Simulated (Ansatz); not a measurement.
The following input was run with Ansatz 0.2.0.

```yaml
crystal:
  lattice:
    - [3.8462372431, 0.0, 0.0]
    - [-1.9231186216, 3.3309391615, 0.0]
    - [0.0, 0.0, 6.7454881778]
  atoms:
    - { symbol: Ge, position: [0.6666666667, 0.3333333333, 0.0247403151] }
    - { symbol: Ge, position: [0.3333333333, 0.6666666667, 0.6005029678] }
    - { symbol: Ge, position: [0.6666666667, 0.3333333333, 0.3994970322] }
    - { symbol: Ge, position: [0.3333333333, 0.6666666667, 0.9752596849] }
basis:
  ecutwfc: 420
kpoints:
  mp_grid: { grid: [12, 12, 6] }
hamiltonian:
  xc: pbe
scf:
  occupations: { method: gaussian, width: 0.1 }
output:
  forces: true
  stress: true
  eigenvalues: true
  populations: true
```

Command:
```bash
ansatz run input.yaml --threads 1 --pin off --max-ram 1331MiB --backend cpu --events-out ev --progress --plain --runs-dir out
```

Level of theory: Ansatz 0.2.0, DFT PBE, scalar-relativistic, plane waves, PAW.

Abridged output:

```
Pseudopotentials: kind: paw
Pseudopotential: Ge, paw, valence charge 14, recommended cutoff 420 eV (normal)
Functional definition: PBE
Crystal: 4 atoms, lattice volume = 86.420 Å³
Basis set: ecut = 420 eV, 1679 PW (Γ), exchange–correlation on 54×54×96 points (8 copies of the dense FFT grid, shifted against one another)
Bands: 34, of which v1, the nominal top of the filled ones, is band 28 counted from 1 (27 counted from 0)
Symmetry: 12 space group operations
Space group: P-3m1 (ITA 164), of the structure as read, at distance tolerance 4.4e-5 Å
k-points: 100 of 864
Initial density: superposition of atomic densities (neutral atoms: chi_scale 0, normalization atom), corrected by the library's trained network
Initial wavefunctions: pseudopotential atomic-orbital guess
Functional: x = pbe(κ = 0.804, μ = 0.21951497), c = pbe(β = 0.06672455)
SCF iter   1: F=—  HF=-17178.188842 eV  |F-HF|=—  |Δ(HF+E_count)|=         —  Δρ=2.57e-3  dr2=1.87e-2  ethr=1.77e-3  ⟨swp⟩=5.8  Hψ=13093  notcnv=0
SCF iter   2: F=—  HF=-17178.184900 eV  |F-HF|=—  |Δ(HF+E_count)|=   3.94e-3  Δρ=1.70e-3  dr2=2.13e-3  ethr=3.34e-5  ⟨swp⟩=2.0  Hψ=6970  notcnv=0  defer=18
SCF iter   3: F=—  HF=-17178.183880 eV  |F-HF|=—  |Δ(HF+E_count)|=   1.02e-3  Δρ=6.47e-4  dr2=4.31e-4  ethr=3.80e-6  ⟨swp⟩=2.0  Hψ=6094  notcnv=0  defer=18
SCF iter   4: F=—  HF=-17178.183606 eV  |F-HF|=—  |Δ(HF+E_count)|=   2.74e-4  Δρ=2.54e-4  dr2=9.19e-5  ethr=7.70e-7  ⟨swp⟩=2.0  Hψ=5928  notcnv=0  defer=18
SCF iter   5: F=—  HF=-17178.183545 eV  |F-HF|=—  |Δ(HF+E_count)|=   6.11e-5  Δρ=7.39e-5  dr2=6.38e-6  ethr=1.64e-7  ⟨swp⟩=2.2  Hψ=5835  notcnv=0  defer=18
SCF iter   6: F=—  HF=-17178.183545 eV  |F-HF|=—  |Δ(HF+E_count)|=   5.46e-7  Δρ=1.29e-5  dr2=2.16e-7  ethr=1.14e-8  ⟨swp⟩=2.0  Hψ=6048  notcnv=0  defer=18
SCF iter   7: F=-17178.183545 eV  HF=-17178.183545 eV  |F-HF|=6.51e-10  |Δ(HF+E_count)|=   2.04e-7  Δρ=2.01e-6  dr2=3.40e-9  ethr=1.79e-10  ⟨swp⟩=7.7  Hψ=13048  notcnv=0
SCF 1 converged in 7 iterations: F = -17178.183545 eV  dr2 = 3.40e-9
SCF converged after 7 iterations
Free energy (F): -17178.183545 eV
Harris-Foulkes:  -17178.183545 eV  (|F-HF|=6.51e-10)
Internal energy: -17178.174877 eV  (E = F + TS)
E sigma→0 (E₀):  -17178.179211 eV
Entropy (-TS):   -0.008668 eV (-2.167 meV/atom)
Fermi energy:    9.480774 eV
--- Per-component energies (eV) ---
  E_band       = -573.021673
  E_kinetic    = 448.503445
  E_local      = -9783.711855  (includes V_loc(G=0)·N_el)
  E_nonlocal   = 1673.358058
  E_hartree    = 4298.387152
  E_xc         = -303.715871
  E_vxc        = -260.265459  (∫ρ·V_xc dr)
  E_paw        = -8077.286494  (= ΣΔE_a)
  E_vpaw       = -1247.682752  (= ΣTr[D̂ρ^β])
  E_aug_tail   = 0.001247  (compensation charges beyond the density's cutoff)
  E_ewald      = -5433.710559
  E_smearing   = -0.008668  (= −TS)
--- Forces (eV/Å), atoms counted from 1 ---
  atom   1  Ge     0.00000000     0.00000000     1.95727467
  atom   2  Ge     0.00000000     0.00000000    -2.11432344
  atom   3  Ge     0.00000000     0.00000000     2.11432344
  atom   4  Ge     0.00000000     0.00000000    -1.95727467
--- Stress (GPa, compression-positive) ---
       14.577712       0.000000       0.000000
        0.000000      14.577712       0.000000
        0.000000       0.000000      -0.614559
  P = ⅓ Tr σ = 9.5136 GPa (95.136 kbar)
--- Band table (eV; the first three rows and the last of 100) ---
  k-point 0: bands = ["-16.4426", "-16.4426", "-16.4415", "-16.3777", "-16.3777", "-16.1323", "-16.1323", "-16.1303", "-16.0983", "-16.0983", "-15.2255", "-15.2255", "-15.1591", "-15.1591", "-15.1479", "-15.0692", "-15.0546", "-15.0546", "-15.0062", "-15.0062", "-4.6266", "-1.3434", "1.3156", "7.1165", "7.1165", "8.7557", "9.1213", "9.2307", "10.4354", "10.4354", "11.6483", "11.6483", "13.0139", "13.8012"]
  k-point 1: bands = ["-16.4426", "-16.4426", "-16.4415", "-16.3777", "-16.3777", "-16.1324", "-16.1324", "-16.1301", "-16.0982", "-16.0982", "-15.2255", "-15.2255", "-15.1592", "-15.1592", "-15.1489", "-15.0683", "-15.0545", "-15.0545", "-15.0062", "-15.0062", "-4.5984", "-1.5514", "1.7454", "7.1336", "7.1336", "7.3203", "8.9040", "10.3054", "10.3054", "10.9267", "11.7989", "11.7989", "12.7857", "13.7042"]
  k-point 2: bands = ["-16.4426", "-16.4426", "-16.4415", "-16.3777", "-16.3777", "-16.1324", "-16.1324", "-16.1298", "-16.0982", "-16.0982", "-15.2255", "-15.2255", "-15.1593", "-15.1593", "-15.1508", "-15.0666", "-15.0544", "-15.0544", "-15.0063", "-15.0063", "-4.5375", "-1.8880", "2.7638", "5.6469", "7.1692", "7.1692", "8.9434", "10.0933", "10.0933", "12.0802", "12.0802", "12.1703", "12.9601", "13.4776"]
  k-point 99: bands = ["-16.6480", "-16.4757", "-16.4757", "-16.3652", "-16.2445", "-16.2445", "-16.1129", "-16.0833", "-16.0833", "-15.8958", "-15.2177", "-15.1388", "-15.1388", "-15.1296", "-15.1194", "-15.1194", "-15.0796", "-15.0695", "-15.0695", "-15.0138", "-1.1557", "-1.1557", "1.4207", "1.4207", "3.3171", "5.9321", "7.2097", "7.2097", "9.8150", "9.8150", "12.1139", "13.6953", "14.8941", "14.8941"]
--- Löwdin populations: 4 sites ---
  site symbol q [e]
     0     Ge     13.9234
     1     Ge     14.0237
     2     Ge     14.0237
     3     Ge     13.9234
  spilling = 0.001891 (of n_electrons = 56.000000)
```

The calculation finished and met its thresholds.